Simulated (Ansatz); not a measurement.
## Formation energy and levels of the substitutional impurity Ru_Al in AlN (P6_3mc)

Charge states of Ru_Al in AlN (P6_3mc), set against the band edges. Model: a cell of 72 host atoms with 1 Al taken out and 1 Ru put in.

Main program and level: Ansatz 0.2.0; place-levels on r2SCAN runs: charge-transition levels and formation energies with image-charge correction and potential alignment at the atomic sites; PAW set soft_1.

## 1. Set-up

The cell holds 72 atoms: 35 Al, 36 N and 1 Ru. Its edges and angles: a = 9.320 Å, b = 9.320 Å, c = 9.956 Å, α = 90.0°, β = 90.0°, γ = 120.0°. It derives from AlN (space group P6_3mc). Nearest the centre at fractional (0.444, 0.556, 0.500): Ru34 at 0.00 Å, N11 at 1.89 Å, N43 at 1.89 Å, N35 at 1.89 Å, N40 at 1.90 Å, Al9 at 3.07 Å, Al13 at 3.07 Å, Al41 at 3.07 Å.

Coordinates:

```xyz
72
Lattice="9.3196 0.0000 0.0000 -4.6598 8.0710 0.0000 0.0000 0.0000 9.9565" Properties=species:S:1:pos:R:3 pbc="T T T"
Al    1.5533    0.8968    2.4852
Al    0.0000    1.7936    4.9743
N     1.5533    0.8968    4.3848
N     0.0000    1.7936    1.8957
Al    1.5533    0.8968    7.4634
Al    0.0000    1.7936    9.9525
N     1.5533    0.8968    9.3631
N     0.0000    1.7936    6.8739
Al    0.0000    3.5871    2.4852
Al   -1.5533    4.4839    4.9743
N     0.0000    3.5871    4.3848
N    -1.5533    4.4839    1.8957
Al    0.0000    3.5871    7.4634
Al   -1.5533    4.4839    9.9525
N     0.0000    3.5871    9.3631
N    -1.5533    4.4839    6.8739
Al   -1.5533    6.2774    2.4852
Al   -3.1065    7.1742    4.9743
N    -1.5533    6.2774    4.3848
N    -3.1065    7.1742    1.8957
Al   -1.5533    6.2774    7.4634
Al   -3.1065    7.1742    9.9525
N    -1.5533    6.2774    9.3631
N    -3.1065    7.1742    6.8739
Al    4.6598    0.8968    2.4852
Al    3.1065    1.7936    4.9743
N     4.6598    0.8968    4.3848
N     3.1065    1.7936    1.8957
Al    4.6598    0.8968    7.4634
Al    3.1065    1.7936    9.9525
N     4.6598    0.8968    9.3631
N     3.1065    1.7936    6.8739
Al    3.1065    3.5871    2.4852
Ru    1.5533    4.4839    4.9743
N     3.1065    3.5871    4.3848
N     1.5533    4.4839    1.8957
Al    3.1065    3.5871    7.4634
Al    1.5533    4.4839    9.9525
N     3.1065    3.5871    9.3631
N     1.5533    4.4839    6.8739
Al    1.5533    6.2774    2.4852
Al    0.0000    7.1742    4.9743
N     1.5533    6.2774    4.3848
N     0.0000    7.1742    1.8957
Al    1.5533    6.2774    7.4634
Al    0.0000    7.1742    9.9525
N     1.5533    6.2774    9.3631
N     0.0000    7.1742    6.8739
Al    7.7663    0.8968    2.4852
Al    6.2130    1.7936    4.9743
N     7.7663    0.8968    4.3848
N     6.2130    1.7936    1.8957
Al    7.7663    0.8968    7.4634
Al    6.2130    1.7936    9.9525
N     7.7663    0.8968    9.3631
N     6.2130    1.7936    6.8739
Al    6.2130    3.5871    2.4852
Al    4.6598    4.4839    4.9743
N     6.2130    3.5871    4.3848
N     4.6598    4.4839    1.8957
Al    6.2130    3.5871    7.4634
Al    4.6598    4.4839    9.9525
N     6.2130    3.5871    9.3631
N     4.6598    4.4839    6.8739
Al    4.6598    6.2774    2.4852
Al    3.1065    7.1742    4.9743
N     4.6598    6.2774    4.3848
N     3.1065    7.1742    1.8957
Al    4.6598    6.2774    7.4634
Al    3.1065    7.1742    9.9525
N     4.6598    6.2774    9.3631
N     3.1065    7.1742    6.8739
```

Screening for the image-charge correction: ε∞ = (4.49, 4.49, 4.72), ε0 = (8.15, 8.15, 9.65), computed on the host (DFPT, PBEsol, on the r2SCAN cell), and a cell off the functional's own equilibrium shifts the ionic part.

The cell's shortest repeat is 9.3 Å.

## 2. What was run first

A transition level is the Fermi level at which two charge states cost the same, so each charge needs its own total energy, at its own relaxed structure.

Each atom starts 0.05 Å or so off its site in a random direction: a symmetric start keeps its symmetry, and would miss off-centre moves and Jahn–Teller distortions. Forces are taken at one point at (¼, ¼, ¼). The cell holds 1 electron more than the neutral one, with a uniform background that keeps it neutral on the whole.

The sampling was tested on the host first: at the k-points planned (1x1x1 shifted 0.25 0.25 0.25) its energy lies -0.014 eV an atom from the dense-mesh value, under the bound of 0.02 eV set for this test; that bounds the host's error, not the defect's.

One state's input; the others differ in charge, spin, start and seed, and in occupations where the table says so.

qm1.relax/input.yaml reads:

```yaml
crystal:
  lattice:
    - [9.31956554, 9.0e-08, 0.0]
    - [-4.65978284, 8.07098046, 0.0]
    - [0.0, 0.0, 9.95647772]
  atoms:
    - { symbol: Al, position: [0.22222222, 0.11111111, 0.24960167] }
    - { symbol: Al, position: [0.11111111, 0.22222222, 0.49960167] }
    - { symbol: "N", position: [0.22222222, 0.11111111, 0.44039833] }
    - { symbol: "N", position: [0.11111111, 0.22222222, 0.19039833] }
    - { symbol: Al, position: [0.22222222, 0.11111111, 0.74960167] }
    - { symbol: Al, position: [0.11111111, 0.22222222, 0.99960167] }
    - { symbol: "N", position: [0.22222222, 0.11111111, 0.94039833] }
    - { symbol: "N", position: [0.11111111, 0.22222222, 0.69039833] }
    - { symbol: Al, position: [0.22222222, 0.44444444, 0.24960167] }
    - { symbol: Al, position: [0.11111111, 0.55555556, 0.49960167] }
    - { symbol: "N", position: [0.22222222, 0.44444444, 0.44039833] }
    - { symbol: "N", position: [0.11111111, 0.55555556, 0.19039833] }
    - { symbol: Al, position: [0.22222222, 0.44444444, 0.74960167] }
    - { symbol: Al, position: [0.11111111, 0.55555556, 0.99960167] }
    - { symbol: "N", position: [0.22222222, 0.44444444, 0.94039833] }
    - { symbol: "N", position: [0.11111111, 0.55555556, 0.69039833] }
    - { symbol: Al, position: [0.22222222, 0.77777778, 0.24960167] }
    - { symbol: Al, position: [0.11111111, 0.88888889, 0.49960167] }
    - { symbol: "N", position: [0.22222222, 0.77777778, 0.44039833] }
    - { symbol: "N", position: [0.11111111, 0.88888889, 0.19039833] }
    - { symbol: Al, position: [0.22222222, 0.77777778, 0.74960167] }
    - { symbol: Al, position: [0.11111111, 0.88888889, 0.99960167] }
    - { symbol: "N", position: [0.22222222, 0.77777778, 0.94039833] }
    - { symbol: "N", position: [0.11111111, 0.88888889, 0.69039833] }
    - { symbol: Al, position: [0.55555556, 0.11111111, 0.24960167] }
    - { symbol: Al, position: [0.44444444, 0.22222222, 0.49960167] }
    - { symbol: "N", position: [0.55555556, 0.11111111, 0.44039833] }
    - { symbol: "N", position: [0.44444444, 0.22222222, 0.19039833] }
    - { symbol: Al, position: [0.55555556, 0.11111111, 0.74960167] }
    - { symbol: Al, position: [0.44444444, 0.22222222, 0.99960167] }
    - { symbol: "N", position: [0.55555556, 0.11111111, 0.94039833] }
    - { symbol: "N", position: [0.44444444, 0.22222222, 0.69039833] }
    - { symbol: Al, position: [0.55555556, 0.44444444, 0.24960167] }
    - { symbol: Ru, position: [0.44444444, 0.55555556, 0.49960167] }
    - { symbol: "N", position: [0.55555556, 0.44444444, 0.44039833] }
    - { symbol: "N", position: [0.44444444, 0.55555556, 0.19039833] }
    - { symbol: Al, position: [0.55555556, 0.44444444, 0.74960167] }
    - { symbol: Al, position: [0.44444444, 0.55555556, 0.99960167] }
    - { symbol: "N", position: [0.55555556, 0.44444444, 0.94039833] }
    - { symbol: "N", position: [0.44444444, 0.55555556, 0.69039833] }
    - { symbol: Al, position: [0.55555556, 0.77777778, 0.24960167] }
    - { symbol: Al, position: [0.44444444, 0.88888889, 0.49960167] }
    - { symbol: "N", position: [0.55555556, 0.77777778, 0.44039833] }
    - { symbol: "N", position: [0.44444444, 0.88888889, 0.19039833] }
    - { symbol: Al, position: [0.55555556, 0.77777778, 0.74960167] }
    - { symbol: Al, position: [0.44444444, 0.88888889, 0.99960167] }
    - { symbol: "N", position: [0.55555556, 0.77777778, 0.94039833] }
    - { symbol: "N", position: [0.44444444, 0.88888889, 0.69039833] }
    - { symbol: Al, position: [0.88888889, 0.11111111, 0.24960167] }
    - { symbol: Al, position: [0.77777778, 0.22222222, 0.49960167] }
    - { symbol: "N", position: [0.88888889, 0.11111111, 0.44039833] }
    - { symbol: "N", position: [0.77777778, 0.22222222, 0.19039833] }
    - { symbol: Al, position: [0.88888889, 0.11111111, 0.74960167] }
    - { symbol: Al, position: [0.77777778, 0.22222222, 0.99960167] }
    - { symbol: "N", position: [0.88888889, 0.11111111, 0.94039833] }
    - { symbol: "N", position: [0.77777778, 0.22222222, 0.69039833] }
    - { symbol: Al, position: [0.88888889, 0.44444444, 0.24960167] }
    - { symbol: Al, position: [0.77777778, 0.55555556, 0.49960167] }
    - { symbol: "N", position: [0.88888889, 0.44444444, 0.44039833] }
    - { symbol: "N", position: [0.77777778, 0.55555556, 0.19039833] }
    - { symbol: Al, position: [0.88888889, 0.44444444, 0.74960167] }
    - { symbol: Al, position: [0.77777778, 0.55555556, 0.99960167] }
    - { symbol: "N", position: [0.88888889, 0.44444444, 0.94039833] }
    - { symbol: "N", position: [0.77777778, 0.55555556, 0.69039833] }
    - { symbol: Al, position: [0.88888889, 0.77777778, 0.24960167] }
    - { symbol: Al, position: [0.77777778, 0.88888889, 0.49960167] }
    - { symbol: "N", position: [0.88888889, 0.77777778, 0.44039833] }
    - { symbol: "N", position: [0.77777778, 0.88888889, 0.19039833] }
    - { symbol: Al, position: [0.88888889, 0.77777778, 0.74960167] }
    - { symbol: Al, position: [0.77777778, 0.88888889, 0.99960167] }
    - { symbol: "N", position: [0.88888889, 0.77777778, 0.94039833] }
    - { symbol: "N", position: [0.77777778, 0.88888889, 0.69039833] }
  host:
    repeats: [3, 3, 2]
    atoms:
      - { symbol: Al, position: [0.66666667, 0.33333333, 0.49920333] }
      - { symbol: Al, position: [0.33333333, 0.66666667, 0.99920333] }
      - { symbol: "N", position: [0.66666667, 0.33333333, 0.88079667] }
      - { symbol: "N", position: [0.33333333, 0.66666667, 0.38079667] }
total_charge: -1
basis:
  ecutwfc: 500
  xc_grid: 2
hamiltonian:
  xc: r2scan
  pseudopotentials: { kind: paw, azcp: { folder: soft_1 } }
kpoints:
  mp_grid: { grid: [1, 1, 1], shift: [0.25, 0.25, 0.25] }
scf:
  occupations: { method: fixed }
  max_iter: 80
output:
  forces: true
  charged_corrections:
    epsilon: [4.49, 4.49, 4.72]
    static_epsilon: [8.15, 8.15, 9.65]
    defect_position: [0.444444, 0.555556, 0.499602]
relax:
  f_tol: 0.02
  max_steps: 80
  random_displacement: { amplitude: 0.05, seed: 1502 }
checkpoint:
  write: "../qm1.relax.run"
  compress: false
  write_wavefunctions: true
  write_every: 100000
```

On the command line:

```
> ansatz run input.yaml --threads 4 --pin off --max-ram 15073MiB --backend cpu --events-out ev --progress --plain --runs-dir out
```

Defect states can disperse in a cell of this size, so the energy is taken again at a 2×2×2 shifted mesh, on the relaxed structure.

The run of this state that the levels use, under r2SCAN:

qm1.point/input.yaml reads:

```yaml
crystal:
  checkpoint: "../qm1.relax.run"
  host: checkpoint
total_charge: -1
basis:
  ecutwfc: 500
  xc_grid: 2
hamiltonian:
  xc: r2scan
  pseudopotentials: { kind: paw, azcp: { folder: soft_1 } }
kpoints:
  mp_grid: { grid: [2, 2, 2], shift: [0.5, 0.5, 0.5] }
scf:
  occupations: { method: fermi_dirac, width: 0.01 }
  max_iter: 80
output:
  forces: true
  eigenvalues: true
  charged_corrections:
    epsilon: [4.49, 4.49, 4.72]
    static_epsilon: [8.15, 8.15, 9.65]
    defect_position: [0.444444, 0.555556, 0.499602]
  eigenstates: { localisation: true }
  populations: true
  band_densities: [{ bands: [v1, v1] }, { bands: [c1, c1] }]
  write_density: true
  write_potential: true
  volumetric_format: npy
checkpoint:
  read: "../qm1.relax.run"
  write: "../qm1.point.run"
  compress: false
  write_wavefunctions: false
  write_every: 100000
```

Relaxations under r2SCAN at one point at (¼, ¼, ¼); times on 4 threads of Arm Neoverse V1, shared host:

| charge | moment (μB) | occupations | outcome | steps | largest displacement against the far atoms (Å) | time |
| --- | --- | --- | --- | --- | --- | --- |
| −1 | 0 | fixed | converged | 8 | 0.36 | 2.1 min |
| −1 | 4 | fixed | converged | 8 | 0.31 | 4.5 min |
| −1 | 2 | fixed | converged | 9 | 0.26 | 5.2 min |
| 0 | 1 | fixed | converged | 7 | 0.21 | 4.1 min |
| 0 | 5 | fixed | converged | 5 | 0.20 | 2.8 min |
| 0 | 3 | fixed | converged | 15 | 0.21 | 8.7 min |
| +1 | 0 | fixed | converged | 6 | 0.15 | 97 s |
| +1 | 4 | fixed | converged | 7 | 0.14 | 3.5 min |
| +1 | 2 | fixed | converged | 10 | 0.22 | 6.4 min |
| +2 | 1 | fixed | converged | 9 | 0.13 | 6.2 min |
| +2 | 3 | fixed | converged | 7 | 0.11 | 3.5 min |

Single points under r2SCAN at a 2×2×2 shifted mesh; times on 4 threads of Arm Neoverse V1, shared host:

| charge | moment (μB) | occupations | outcome | time |
| --- | --- | --- | --- | --- |
| −1 | 0 | fermi-dirac | converged | 88 s |
| −1 | 4 | fermi-dirac | converged | 4.7 min |
| −1 | 2 | fermi-dirac | converged | 3.7 min |
| 0 | 1 | fermi-dirac | converged | 4.2 min |
| 0 | 5 | fermi-dirac | converged | 3.6 min |
| 0 | 3 | fermi-dirac | converged | 4.1 min |
| +1 | 0 | fermi-dirac | converged | 92 s |
| +1 | 4 | fermi-dirac | converged | 3.5 min |
| +1 | 2 | fermi-dirac | converged | 3.5 min |
| +2 | 1 | fermi-dirac | converged | 4.2 min |
| +2 | 3 | fermi-dirac | converged | 2.9 min |

Distances (Å) from Ru34 to the nearest atoms after relaxation with r2SCAN:

| charge | moment (μB) | 1. | 2. | 3. | 4. | 5. | 6. |
| --- | --- | --- | --- | --- | --- | --- | --- |
| −1 | 0 | N 2.00 | N 2.10 | N 2.13 | N 2.20 | N 2.69 | Al 2.79 |
| −1 | 4 | N 2.11 | N 2.12 | N 2.12 | N 2.15 | Al 2.99 | Al 3.00 |
| −1 | 2 | N 2.10 | N 2.10 | N 2.11 | N 2.12 | N 2.85 | Al 2.97 |
| 0 | 1 | N 2.01 | N 2.02 | N 2.03 | N 2.10 | N 2.80 | Al 2.94 |
| 0 | 5 | N 2.06 | N 2.07 | N 2.07 | N 2.07 | Al 3.10 | Al 3.10 |
| 0 | 3 | N 1.99 | N 2.01 | N 2.06 | N 2.16 | N 2.88 | Al 2.97 |
| +1 | 0 | N 1.94 | N 1.94 | N 1.94 | N 2.04 | N 2.87 | Al 3.00 |
| +1 | 4 | N 1.95 | N 2.02 | N 2.02 | N 2.02 | N 2.97 | Al 3.08 |
| +1 | 2 | N 1.95 | N 1.95 | N 2.00 | N 2.04 | N 2.81 | Al 2.95 |
| +2 | 1 | N 1.87 | N 1.91 | N 1.91 | N 1.98 | N 2.91 | Al 3.03 |
| +2 | 3 | N 1.91 | N 1.92 | N 1.95 | N 1.95 | N 2.95 | Al 3.07 |

(Continued in part 2 of 2.)

[Logs are printed without paths, hosts, clocks, repeated set-up lines and the standing remarks that a program may print on its own settings, such as how far it seeks lower states.]

[Hosts, paths, dates, database ids (printed as entryN), source tags and the programs' standing remarks are cut or masked in the printed files.]

[Where a table of states has a column of steps, it counts the stored structures, which are thinned; the runs took as many ionic steps or more.]

[A defect's name tells the site on which it was built; relaxed atoms can leave that site.]

[For some hosts the program warned that the k-mesh of the response run may be too coarse for force constants and the static dielectric constant; such warnings are not shown here.]
